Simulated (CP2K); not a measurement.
# MoP: equation of state with PBE

The system is MoP.

```
CELL_PARAMETERS angstrom
3.22300 0.00000 0.00000
-1.61150 2.79120 0.00000
0.00000 0.00000 3.19100
ATOMIC_POSITIONS crystal
Mo 0.00000 0.00000 0.00000
P 0.33333 0.66667 0.50000
```

- Program: CP2K 2026.2
- Task: equation of state
- Functional: PBE
- Potentials or basis: POTENTIAL_UZH Mo GTH-PBE-q14, P GTH-PBE-q5; TZVP-MOLOPT-PBE-GTH basis
- Density cutoff: 6123 eV
- k mesh: 10 × 10 × 8
- Occupations: fermi-dirac, width 0.05 eV
- Spin: no spin polarisation
- SCF solver: diagonalisation with k points
- Quickstep method: GPW
- EPS_DEFAULT: 1.0E-10
- EPS_SCF: 1.0E-6
- MAX_SCF: 100
- SCF_GUESS: ATOMIC
- k points reduced by the point group: yes
- Mesh centred on Gamma: yes
- CHOLESKY: OFF
- EPS_EIGVAL: 1.0E-7
- MIXING METHOD: BROYDEN_MIXING
- MIXING ALPHA: 0.4
- NBUFFER: 8
- NGRIDS: 4
- Basis sets: Mo TZVP-MOLOPT-PBE-GTH-q14, P TZVP-MOLOPT-PBE-GTH-q5
- Potentials: Mo GTH-PBE-q14 of POTENTIAL_UZH, P GTH-PBE-q5 of POTENTIAL_UZH
- ADDED_MOS: [13]
- REL_CUTOFF (Ry): 60 Ry
- MIXING BETA (1/bohr): 1.5 1/bohr
- CUTOFF of the grids: 450 Ry

```yaml
Equilibrium_volume: 14.60 Å³/atom
Bulk_modulus_at_fixed_shape_and_positions: 222 GPa
Pressure_derivative_of_the_bulk_modulus: 4.4
```

Energy against volume, from the lowest point:
```csv
volume (Å³/atom),energy (meV/atom)
13.492,67.08
13.779,35.42
14.066,14.39
14.353,2.91
14.640,0.00
14.927,4.79
15.214,16.49
```

All runs of the series together: 9.2 min on 1 thread of Arm Neoverse V1, on a shared host.

Caveat: the cell was scaled at fixed shape and fractional positions, which overstates the stiffness of a crystal with free parameters, most of all of layers and chains; the basis of atomic orbitals isn't converged, which shifts pressures, moduli and gaps.
